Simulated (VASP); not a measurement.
# InP (F-43m) in VASP: notebook, part 2 of 3

VASP 6.6.1.

## 3. Single point, RPBE

This run uses another cell than the first one, of 27.26 Å³/atom, 1.083 times its volume.

Contents of INCAR:

```
PREC     = Accurate       # precision mode
ENCUT    = 520            # plane-wave cutoff, eV
EDIFF    = 1E-7           # SCF threshold, eV
ISMEAR   = -1             # smearing method
SIGMA    = 0.05           # smearing width, eV
LREAL    = F              # projectors in reciprocal space
LASPH    = T              # aspherical terms in the spheres
NELM     = 100            # most SCF steps
ALGO     = Normal         # electronic algorithm
ISIF     = 2              # what is computed and relaxed
LWAVE    = F              # write WAVECAR
LCHARG   = F              # write CHGCAR
GGA      = RP             # functional
NBANDS   = 16             # bands
```

Contents of KPOINTS:

```
Automatic mesh
0
Gamma
  8 8 8
```

Contents of POSCAR:

```
InP
1.0
    0.0000000000      3.0094714078      3.0094714078
    3.0094714078      0.0000000000      3.0094714078
    3.0094714078      3.0094714078      0.0000000000
In P
1 1
Direct
    0.0000000000      0.0000000000      0.0000000000
    0.7500000000      0.7500000000      0.7500000000
```

Potentials or basis: VASP PAW PBE potentials, release 64 (In_d, P).

Run with:

```sh
$ cat potpaw_PBE.64/In_d/POTCAR potpaw_PBE.64/P/POTCAR > POTCAR
$ mpirun -np 1 vasp_std > vasp.out
```

Wall time 33 s (1 thread of Intel Xeon Platinum 8259CL at 2.50GHz (Skylake/Cascade Lake), shared host); peak memory 0.18 GiB.

Results (log left out):

```
Free energy            : -7.7536 eV
Pressure               : -0.1 GPa
Band gap on the k mesh : 0.41 eV, direct
```

Levels at points of the mesh, in eV from the valence-band top:
| k point | band 7 | band 8 | band 9 | band 10 | band 11 | band 12 |
| --- | --- | --- | --- | --- | --- | --- |
| (0.00, 0.00, 0.00) | 0.00 | 0.00 | 0.00 | 0.41 | 4.13 | 4.13 |
| (0.50, 0.00, 0.00) | -5.28 | -0.85 | -0.85 | 1.41 | 4.84 | 4.84 |
| (0.50, 0.50, 0.00) | -5.37 | -2.05 | -2.05 | 2.02 | 2.34 | 8.89 |

Caveat: the PAW data sets were made with another functional, which shifts forces and pressure a little; spin-orbit coupling is left out, which moves the levels of the heavy elements.

## 4. Relaxation of cell and atoms, RPBE

Contents of INCAR:

```
SYSTEM = InP
  PREC = Accurate
  ENCUT = 600
  EDIFF = 1E-6
  ISMEAR = -1
  SIGMA = 0.05
  LREAL = .False.
  LASPH = .True.
  NELM = 60
  ALGO = Normal
  ISIF = 3
  LWAVE = .False.
  LCHARG = .False.
  GGA = RP
  IBRION = 2
  NSW = 60
  EDIFFG = -0.01
```

Contents of KPOINTS:

```
regular mesh
0
Gamma
  8 8 8
  0 0 0
```

Contents of POSCAR:

```
InP
1.0
    0.0000000000      2.9305000000      2.9305000000
    2.9305000000      0.0000000000      2.9305000000
    2.9305000000      2.9305000000      0.0000000000
In P
1 1
Direct
    0.0000000000      0.0000000000      0.0000000000
    0.7500000000      0.7500000000      0.7500000000
```

Potentials or basis: VASP PAW PBE potentials, release 64 (In_d, P).

Run with:

```sh
$ cat potpaw_PBE.64/In_d/POTCAR potpaw_PBE.64/P/POTCAR > POTCAR
$ mpirun -np 1 vasp_std > vasp.out
```

OUTCAR:

```text
SYSTEM = InP
   PREC = Accurate
   ENCUT = 600
   EDIFF = 1E-6
   ISMEAR = -1
   LREAL = .False.
   LASPH = .True.
   NELM = 60
   ISIF = 3
   GGA = RP
   IBRION = 2
   NSW = 60
   EDIFFG = -0.01

 ion  position               nearest neighbor table
   1  0.000  0.000  0.000-   2 2.54   2 2.54   2 2.54   2 2.54
   2  0.750  0.750  0.750-   1 2.54   1 2.54   1 2.54   1 2.54

  LATTYP: Found a face centered cubic cell.
 ALAT       =     5.8610000000

  Lattice vectors:

 A1 = (   0.0000000000,   2.9305000000,   2.9305000000)
 A2 = (   2.9305000000,   0.0000000000,   2.9305000000)
 A3 = (   2.9305000000,   2.9305000000,   0.0000000000)

Analysis of symmetry for initial positions (statically):
=====================================================================
 Subroutine PRICEL returns:
 Original cell was already a primitive cell.

 Routine SETGRP: Setting up the symmetry group for a
 face centered cubic supercell.

 Subroutine GETGRP returns: Found 24 space group operations
 (whereof 24 operations were pure point group operations)
 out of a pool of 48 trial point group operations.

The static configuration has the point symmetry T_d .

Analysis of symmetry for dynamics (positions and initial velocities):
=====================================================================
 Subroutine PRICEL returns:
 Original cell was already a primitive cell.

 Routine SETGRP: Setting up the symmetry group for a
 face centered cubic supercell.

 Subroutine GETGRP returns: Found 24 space group operations
 (whereof 24 operations were pure point group operations)
 out of a pool of 48 trial point group operations.

The dynamic configuration has the point symmetry T_d .

 Subroutine INISYM returns: Found 24 space group operations
 (whereof 24 operations are pure point group operations),
 and found     1 'primitive' translations

----------------------------------------------------------------------------------------

                                     Primitive cell

  volume of cell :      50.3333

  direct lattice vectors                    reciprocal lattice vectors
     0.000000000  2.930500000  2.930500000    -0.170619348  0.170619348  0.170619348
     2.930500000  0.000000000  2.930500000     0.170619348 -0.170619348  0.170619348
     2.930500000  2.930500000  0.000000000     0.170619348  0.170619348 -0.170619348

  length of vectors
     4.144352845  4.144352845  4.144352845     0.295521380  0.295521380  0.295521380

  position of ions in fractional coordinates (direct lattice)
     0.000000000  0.000000000  0.000000000
     0.750000000  0.750000000  0.750000000

  ion indices of the primitive-cell ions
   primitive index   ion index
                 1           1
                 2           2

----------------------------------------------------------------------------------------

 KPOINTS: regular mesh

Automatic generation of k-mesh.
 Grid dimensions read from file:
 generate k-points for:    8    8    8

 Generating k-lattice:

  Cartesian coordinates                     Fractional coordinates (reciprocal lattice)
    -0.021327419  0.021327419  0.021327419     0.125000000  0.000000000  0.000000000
     0.021327419 -0.021327419  0.021327419     0.000000000  0.125000000  0.000000000
     0.021327419  0.021327419 -0.021327419     0.000000000  0.000000000  0.125000000
[... 43 lines left out ...]
   dimension x,y,z NGXF=    72 NGYF=   72 NGZF=   72
   ions per type =               1   1
   NGX,Y,Z   is equivalent  to a cutoff of  14.44, 14.44, 14.44 a.u.
   NGXF,Y,Z  is equivalent  to a cutoff of  28.88, 28.88, 28.88 a.u.
 SYSTEM =  InP
   PREC   = accura    normal or accurate (medium, high low for compatibility)
   ISTART =      0    job   : 0-new  1-cont  2-samecut
   ICHARG =      2    charge: 1-file 2-atom 10-const
   ISPIN  =      1    spin polarized calculation?
   LNONCOLLINEAR =      F non collinear calculations
   LSORBIT =      F    spin-orbit coupling
   LASPH  =      T    aspherical Exc in radial PAW
   ENCUT  =  600.0 eV  44.10 Ry    6.64 a.u.   8.28  8.28  8.28*2*pi/ulx,y,z
   NELM   =     60;   NELMIN=  2; NELMDL= -5     # of ELM steps
   EDIFF  = 0.1E-05   stopping-criterion for ELM
   LREAL  =      F    real-space projection
   EDIFFG = -.1E-01   stopping-criterion for IOM
   NSW    =     60    number of steps for IOM
   IBRION =      2    ionic relax: 0-MD 1-quasi-New 2-CG
   NFREE  =      1    steps in history (QN), initial steepest desc. (CG)
   ISIF   =      3    stress and relaxation
   ISYM   =      2    0-nonsym 1-usesym 2-fastsym
   POTIM  = 0.5000    time-step for ionic-motion
   TEBEG  =    0.0;   TEEND  =   0.0 temperature during run
   PSTRESS=    0.0 pullay stress
   NELECT =      18.0000    total number of electrons
   NUPDOWN=      -1.0000    fix difference up-down
   EMIN   =  10.00;   EMAX   =-10.00  energy-range for DOS
   EFERMI =   0.00;   METHOD = LEGACY
   ISMEAR =    -1;   SIGMA  =   0.05  broadening in eV -4-tet -1-fermi 0-gaus
   EFERMI_NEDOS =   21; number of points for ismear=-14 and -15
   IALGO  =     38    algorithm
   IMIX   =      4    mixing-type and parameters
     AMIX     =   0.40;   BMIX     =  1.00
     AMIX_MAG =   1.60;   BMIX_MAG =  1.00
  volume/ion in A,a.u.               =      25.17       169.83
  Fermi-wavevector in a.u.,A,eV,Ry     =   1.162021  2.195901 18.371846  1.350293
  Thomas-Fermi vector in A             =   2.298587
   LORBIT       =      0    0 simple, 1 ext, 2 COOP (PROOUT), +10 PAW based schemes
   GGA     = RP    functional components
   LHFCALC =     F    Hartree Fock is set to
   AEXX    =    0.0000 exact exchange contribution
   IVDW    =     0    specifies the selected vdW correction
   LEPSILON=     F    determine dielectric tensor
   LRPA    =     F    only Hartree local field effects (RPA)
 conjugate gradient relaxation of ions
 non-spin polarized calculation
  energy-cutoff  :      600.00
  volume of cell :       50.33
 maximum number of plane-waves:      1700
 NGX is ok and might be reduce to    36
   NGX = 17   NGY = 17   NGZ = 17

--------------------------------------- Ionic step        1  -------------------------------------------

 number of electron      17.9999998 magnetization

 Free energy of the ion-electron system (eV)
  ---------------------------------------------------
  ext. energy  EPLUGINS =         0.00000000
  ---------------------------------------------------
  free energy    TOTEN  =        -7.69228254 eV

  energy without entropy =       -7.69228101  energy(sigma->0) =       -7.69228178

------------------------ aborting loop because EDIFF is reached ----------------------------------------

  FORCE on cell =-STRESS in cart. coord.  units (eV):
  Direction    XX          YY          ZZ          XY          YZ          ZX
  --------------------------------------------------------------------------------------
  -------------------------------------------------------------------------------------
  Total        1.6105867      1.6105867      1.6105867      0.0000000     -0.0000000     -0.0000000
  in kB       51.2671917     51.2671917     51.2671917      0.0000000     -0.0000000     -0.0000000
  external PRESSURE =      51.2671917 kB  Pullay stress =       0.0000000 kB
[... 23 lines left out ...]
--------------------------------------- Ionic step        2  -------------------------------------------

 number of electron      18.0000004 magnetization

 E-fermi :   4.2717     XC(G=0):  -8.5908

 val. band max:        4.1229159392   @ k =   0.0000   0.0000   0.0000
 cond. band min:       4.3417402877   @ k =   0.0000   0.0000   0.0000
 fundamental gap:      0.2188243485
 Fermi energy:         4.2716584786

 k-point     1 :       0.0000    0.0000    0.0000
  band No.  band energies     occupation
      1      -9.9076      2.00000
      2      -9.9076      2.00000
      3      -9.9076      2.00000
      4      -9.8069      2.00000
      5      -9.8069      2.00000
      6      -6.6411      2.00000
      7       4.1229      1.90285
      8       4.1229      1.90285
      9       4.1229      1.90285
     10       4.3417      0.39511
     11       8.2439      0.00000
     12       8.2439      0.00000
     13       8.2439      0.00000
[... 403 lines left out ...]
--------------------------------------- Ionic step        3  -------------------------------------------

 number of electron      18.0000002 magnetization

 Free energy of the ion-electron system (eV)
  ---------------------------------------------------
  ext. energy  EPLUGINS =         0.00000000
  ---------------------------------------------------
  free energy    TOTEN  =        -7.75301059 eV

  energy without entropy =       -7.75294614  energy(sigma->0) =       -7.75297836

 E-fermi :   4.7189     XC(G=0):  -8.7535

 val. band max:        4.4762695009   @ k =   0.0000   0.0000   0.0000
 cond. band min:       4.8932676850   @ k =   0.0000   0.0000   0.0000
 fundamental gap:      0.4169981841
 Fermi energy:         4.7189465315

 k-point     1 :       0.0000    0.0000    0.0000
  band No.  band energies     occupation
      1      -9.5986      2.00000
      2      -9.5986      2.00000
      3      -9.5986      2.00000
      4      -9.4839      2.00000
      5      -9.4839      2.00000
      6      -6.5033      2.00000
      7       4.4763      1.98452
      8       4.4763      1.98452
      9       4.4763      1.98452
     10       4.8933      0.05940
     11       8.6074      0.00000
     12       8.6074      0.00000
     13       8.6074      0.00000
[... 397 lines left out ...]
  FREE ENERGIE OF THE ION-ELECTRON SYSTEM (eV)
  ---------------------------------------------------
  free  energy   TOTEN  =        -7.7530105928 eV

  energy  without entropy=       -7.7529461369  energy(sigma->0) =       -7.75297836

 reached required accuracy - stopping structural energy minimisation
```

OSZICAR:

```text
N       E                     dE             d eps       ncg     rms          rms(c)
DAV:   1     0.119494444505E+03    0.11949E+03   -0.92936E+03   754   0.170E+03
DAV:   2     0.830933427234E+00   -0.11866E+03   -0.11482E+03   769   0.351E+02
DAV:   3    -0.782568648818E+01   -0.86566E+01   -0.85864E+01   979   0.961E+01
DAV:   4    -0.807350843962E+01   -0.24782E+00   -0.24758E+00   869   0.173E+01
[... 30 lines left out ...]
DAV:   5    -0.775297260529E+01    0.25107E-03   -0.59507E-04   941   0.261E-01    0.133E-01
DAV:   6    -0.775302770576E+01   -0.55100E-04   -0.23686E-04  1141   0.205E-01    0.452E-02
DAV:   7    -0.775301132801E+01    0.16378E-04   -0.24631E-05   871   0.662E-02    0.772E-03
DAV:   8    -0.775301019447E+01    0.11335E-05   -0.14702E-06   668   0.105E-02    0.177E-03
DAV:   9    -0.775301059284E+01   -0.39837E-06   -0.88521E-07   654   0.686E-03
   3 F= -.77530106E+01 E0= -.77529784E+01  d E =-.607281E-01
```

It took 89 s on 1 thread of Intel Xeon Platinum 8259CL at 2.50GHz (Skylake/Cascade Lake), shared host; peak memory 0.22 GiB.

What came out:

| Property | Result |
| --- | --- |
| Free energy | -7.7530 eV |
| Relaxed volume | 27.21 Å³/atom |
| Relaxed cell | a = 4.254 Å, b = 4.254 Å, c = 4.254 Å, α = 60.00°, β = 60.00°, γ = 60.00° |
| Space group after relaxing (to 0.05 Å) | F-43m (No. 216) |
| Energy gained by relaxing | 30.4 meV/atom |
| Ionic steps | 3 |
| Pressure after relaxing | 0.0 GPa |
| Band gap on the k mesh | 0.42 eV, direct |

Step by step:
| step | energy change (eV) | largest force (eV/Å) | pressure (GPa) | volume (Å³) |
| --- | --- | --- | --- | --- |
| 1 | 0.0000 | 0.0000 | 5.13 | 50.33 |
| 2 | -0.0491 | 0.0000 | -1.80 | 56.43 |
| 3 | -0.0607 | 0.0000 | 0.01 | 54.42 |

Final structure:
```yaml
crystal:
  lattice:
    - [0.00000, 3.00772, 3.00772]
    - [3.00772, 0.00000, 3.00772]
    - [3.00772, 3.00772, 0.00000]
  atoms:
    - { symbol: In, position: [0.00000, 0.00000, 0.00000] }
    - { symbol: P, position: [0.75000, 0.75000, 0.75000] }
```

Caveat: the PAW data sets were made with another functional, which shifts forces and pressure a little; spin-orbit coupling is left out, which moves the levels of the heavy elements.

(Part 2 of 3 ends here.)
